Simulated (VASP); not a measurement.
# BaS (Fm-3m) in VASP: notebook, part 2 of 2

VASP 6.6.1. The steps go on from the part before.

## (3) Relaxation of cell and atoms, r2SCAN

This run uses another cell than the first one, of 32.58 Å³/atom, 0.982 times its volume.

POSCAR

```
BaS
1.0
    0.0000000000      3.1937500000      3.1937500000
    3.1937500000      0.0000000000      3.1937500000
    3.1937500000      3.1937500000      0.0000000000
Ba S
1 1
Direct
    0.0000000000      0.0000000000      0.0000000000
    0.5000000000      0.5000000000      0.5000000000
```

INCAR.step1

```
PREC = Accurate
ENCUT = 600
ISMEAR = 0
SIGMA = 0.02
LREAL = False
LASPH = True
NELM = 100
GGA = PE
ALGO = Normal
EDIFF = 1E-4
LWAVE = True
LCHARG = False
```

INCAR.step2

```
PREC = Accurate
ENCUT = 600
EDIFF = 1E-6
ISMEAR = 0
SIGMA = 0.02
LREAL = False
LASPH = True
NELM = 100
ALGO = Normal
ISIF = 3
LWAVE = False
LCHARG = False
METAGGA = R2SCAN
LMIXTAU = True
IBRION = 2
NSW = 100
EDIFFG = -0.005
ISTART = 1
```

KPOINTS

```
Automatic mesh
0
Gamma
  6 6 6
```

Potentials or basis: VASP PAW PBE potentials, release 64 (Ba_sv, S).

Launch:

```console
$ cat potpaw_PBE.64/Ba_sv/POTCAR potpaw_PBE.64/S/POTCAR > POTCAR
$ cp INCAR.step1 INCAR
$ mpirun -np 1 vasp_std > vasp.out
$ cp INCAR.step2 INCAR
$ mpirun -np 1 vasp_std > vasp.out
```

OUTCAR:

```text
PREC = Accurate
   ENCUT = 600
   EDIFF = 1E-6
   ISMEAR = 0
   LREAL = False
   LASPH = True
   NELM = 100
   ISIF = 3
   METAGGA = R2SCAN
   IBRION = 2
   NSW = 100
   EDIFFG = -0.005
   ISTART = 1

 ion  position               nearest neighbor table
   1  0.000  0.000  0.000-   2 3.19   2 3.19   2 3.19   2 3.19   2 3.19   2 3.19
   2  0.500  0.500  0.500-   1 3.19   1 3.19   1 3.19   1 3.19   1 3.19   1 3.19

  LATTYP: Found a face centered cubic cell.
 ALAT       =     6.3875000000

  Lattice vectors:

 A1 = (   0.0000000000,   3.1937500000,   3.1937500000)
 A2 = (   3.1937500000,   0.0000000000,   3.1937500000)
 A3 = (   3.1937500000,   3.1937500000,   0.0000000000)

Analysis of symmetry for initial positions (statically):
=====================================================================
 Subroutine PRICEL returns:
 Original cell was already a primitive cell.

 Routine SETGRP: Setting up the symmetry group for a
 face centered cubic supercell.

 Subroutine GETGRP returns: Found 48 space group operations
 (whereof 48 operations were pure point group operations)
 out of a pool of 48 trial point group operations.

The static configuration has the point symmetry O_h .
[... 144 lines left out ...]

 number of electron      16.0000001 magnetization

 Free energy of the ion-electron system (eV)
  ---------------------------------------------------
  ext. energy  EPLUGINS =         0.00000000
  ---------------------------------------------------
  free energy    TOTEN  =       -39.19859836 eV

  energy without entropy =      -39.19859836  energy(sigma->0) =      -39.19859836

------------------------ aborting loop because EDIFF is reached ----------------------------------------

  FORCE on cell =-STRESS in cart. coord.  units (eV):
  Direction    XX          YY          ZZ          XY          YZ          ZX
  --------------------------------------------------------------------------------------
  -------------------------------------------------------------------------------------
  Total        0.5775282      0.5775282      0.5775282      0.0000000      0.0000000      0.0000000
  in kB       14.2020485     14.2020485     14.2020485      0.0000000      0.0000000      0.0000000
  external PRESSURE =      14.2020485 kB  Pullay stress =       0.0000000 kB
[... 59 lines left out ...]
--------------------------------------- Ionic step        3  -------------------------------------------

 number of electron      16.0000001 magnetization

 Free energy of the ion-electron system (eV)
  ---------------------------------------------------
  ext. energy  EPLUGINS =         0.00000000
  ---------------------------------------------------
  free energy    TOTEN  =       -39.20711644 eV

  energy without entropy =      -39.20711644  energy(sigma->0) =      -39.20711644

 E-fermi :   1.1535     XC(G=0):  -8.9479

 val. band max:        1.0670393221   @ k =   0.0000   0.0000   0.0000
 cond. band min:       3.5780559179   @ k =   0.5000   0.5000   0.0000
 fundamental gap:      2.5110165958
 Fermi energy:         1.1534707629

 k-point     1 :       0.0000    0.0000    0.0000
  band No.  band energies     occupation
      1     -25.8432      2.00000
      2     -10.4797      2.00000
      3     -10.4797      2.00000
      4     -10.4797      2.00000
      5      -9.6847      2.00000
      6       1.0670      2.00000
      7       1.0670      2.00000
      8       1.0670      2.00000
      9       5.1338      0.00000
     10       5.3681      0.00000
     11       5.3681      0.00000
     12       5.3681      0.00000
[... 252 lines left out ...]
  FREE ENERGIE OF THE ION-ELECTRON SYSTEM (eV)
  ---------------------------------------------------
  free  energy   TOTEN  =       -39.2071164425 eV

  energy  without entropy=      -39.2071164425  energy(sigma->0) =      -39.20711644

 reached required accuracy - stopping structural energy minimisation
```

OSZICAR.step1:

```text
N       E                     dE             d eps       ncg     rms          rms(c)
DAV:   1     0.971205863112E+02    0.97121E+02   -0.73715E+03   384   0.128E+03
DAV:   2    -0.489220186477E+01   -0.10201E+03   -0.94028E+02   536   0.204E+02
DAV:   3    -0.105311585208E+02   -0.56390E+01   -0.55929E+01   492   0.535E+01
DAV:   4    -0.106637915531E+02   -0.13263E+00   -0.13252E+00   580   0.835E+00
DAV:   5    -0.106660276933E+02   -0.22361E-02   -0.22353E-02   488   0.874E-01    0.481E+00
DAV:   6    -0.101659049836E+02    0.50012E+00   -0.11442E+00   444   0.619E+00    0.335E+00
DAV:   7    -0.101700253872E+02   -0.41204E-02   -0.27157E-01   580   0.305E+00    0.216E+00
DAV:   8    -0.101807677611E+02   -0.10742E-01   -0.23527E-02   440   0.123E+00    0.456E-01
DAV:   9    -0.101840233210E+02   -0.32556E-02   -0.56016E-03   480   0.689E-01    0.176E-01
DAV:  10    -0.101849780635E+02   -0.95474E-03   -0.11402E-03   432   0.287E-01    0.345E-02
DAV:  11    -0.101850330943E+02   -0.55031E-04   -0.76438E-05   372   0.656E-02
   1 F= -.10185033E+02 E0= -.10185033E+02  d E =-.664208E-26
```

Run time: 1.9 min. Hardware: 1 thread of Intel Xeon Platinum 8488C (Sapphire Rapids), shared host; peak memory 0.23 GiB.

Results:

```yaml
Free_energy: -39.2071 eV
Relaxed_volume: 33.57 Å³/atom
Relaxed_cell: a = 4.562 Å, b = 4.562 Å, c = 4.562 Å, α = 60.00°, β = 60.00°, γ = 60.00°
Space_group_after_relaxing_to_0.05_Å: Fm-3m (No. 225)
Energy_gained_by_relaxing: 4.3 meV/atom
Ionic_steps: 3
Pressure_after_relaxing: 0.0 GPa
Band_gap_on_the_k_mesh: 2.51 eV, indirect (least direct gap 2.66 eV)
```

Step by step:
```csv
step,energy change (eV),largest force (eV/Å),pressure (GPa),volume (Å³)
1,0.0000,0.0000,1.42,65.15
2,-0.0073,0.0000,-0.50,67.91
3,-0.0085,0.0000,0.00,67.13
```

Final structure:
```xyz
2
Lattice="0.0000 3.2257 3.2257 3.2257 0.0000 3.2257 3.2257 3.2257 0.0000" Properties=species:S:1:pos:R:3 pbc="T T T"
Ba    0.0000    0.0000    0.0000
S     3.2257    3.2257    3.2257
```

Caveat: the PAW data sets were made with another functional, which shifts forces and pressure a little; spin-orbit coupling is left out, which moves the levels of the heavy elements. r2SCAN opens gaps a little over a GGA but as a rule still falls short of measured ones.

## (4) Single point, r2SCAN

This run uses another cell than the first one, of 32.58 Å³/atom, 0.982 times its volume.

POSCAR is that of step 3.

INCAR.step1

```
PREC = Accurate
ENCUT = 520
ISMEAR = 0
SIGMA = 0.1
LREAL = F
LASPH = T
NELM = 100
NBANDS = 15
GGA = PE
ALGO = Normal
EDIFF = 1E-4
LWAVE = T
LCHARG = F
```

INCAR.step2

```
PREC = Accurate
ENCUT = 520
EDIFF = 1E-6
ISMEAR = 0
SIGMA = 0.1
LREAL = F
LASPH = T
NELM = 100
ALGO = Normal
ISIF = 2
LWAVE = F
LCHARG = F
METAGGA = R2SCAN
LMIXTAU = T
NBANDS = 15
ISTART = 1
```

KPOINTS is that of step 3.

Launch:

```console
$ cat potpaw_PBE.64/Ba_sv/POTCAR potpaw_PBE.64/S/POTCAR > POTCAR
$ cp INCAR.step1 INCAR
$ mpirun -np 1 vasp_std > vasp.out
$ cp INCAR.step2 INCAR
$ mpirun -np 1 vasp_std > vasp.out
```

Wall time 48 s (1 thread of Intel Xeon Platinum 8488C (Sapphire Rapids), shared host); peak memory 0.21 GiB.

It converged, with:

* Free energy: -39.1983 eV
* Pressure: 1.4 GPa
* Band gap on the k mesh: 2.46 eV, indirect (least direct gap 2.60 eV)

Levels at points of the mesh, in eV from the valence-band top:
| k point | band 5 | band 6 | band 7 | band 8 | band 9 | band 10 | band 11 | band 12 |
| --- | --- | --- | --- | --- | --- | --- | --- | --- |
| (0.00, 0.00, 0.00) | -10.80 | 0.00 | 0.00 | 0.00 | 4.22 | 4.31 | 4.31 | 4.31 |
| (0.50, 0.00, 0.00) | -9.45 | -1.92 | -1.08 | -1.08 | 6.04 | 6.14 | 6.86 | 6.86 |
| (0.50, 0.50, 0.00) | -10.71 | -0.52 | -0.13 | -0.13 | 2.46 | 6.52 | 6.72 | 8.05 |

Caveat: the PAW data sets were made with another functional, which shifts forces and pressure a little; spin-orbit coupling is left out, which moves the levels of the heavy elements.

## (5) Summary

| task | cell | cutoff (eV) | smearing | gap on the mesh (eV) | pressure (GPa) |
| --- | --- | --- | --- | --- | --- |
| single point | a = 4.543 Å, angles 60.0°, 2 atoms | 520 | gaussian 0.02 eV | 2.49 | 0.5 |
| relaxation of cell and atoms | relaxed from a = 4.517 Å, angles 60.0°, 2 atoms | 600 | gaussian 0.02 eV | 2.51 | 0.0 |
| single point | a = 4.517 Å, angles 60.0°, 2 atoms | 520 | gaussian 0.1 eV | 2.46 | 1.4 |

Alike in all rows: level r2SCAN; potentials or basis VASP PAW PBE potentials, release 64 (Ba_sv, S); no spin polarisation; k mesh 6 × 6 × 6.

Caveats: the PAW data sets were made with another functional, which shifts forces and pressure a little; spin-orbit coupling is left out, which moves the levels of the heavy elements.

Absolute energies hang on the potentials; compare differences alone.

## (6) Comparison with measurements

Step 2. A measured gap of BaS is 3.806 eV (indirect; 2 K; a printed reference work, monograph, original work of 1988); the calculated 2.49 eV misses it by -1.31 eV. Spin-orbit coupling on Ba is left out. The value is that of r2SCAN on a finite k mesh, which can miss the band edges, without temperature or zero-point motion.

Step 4. A measured gap of BaS is 3.806 eV (indirect; 2 K; a printed reference work, monograph, original work of 1988); the calculated 2.46 eV misses it by -1.34 eV. Spin-orbit coupling on Ba is left out. The value is that of r2SCAN on a finite k mesh, which can miss the band edges, without temperature or zero-point motion.
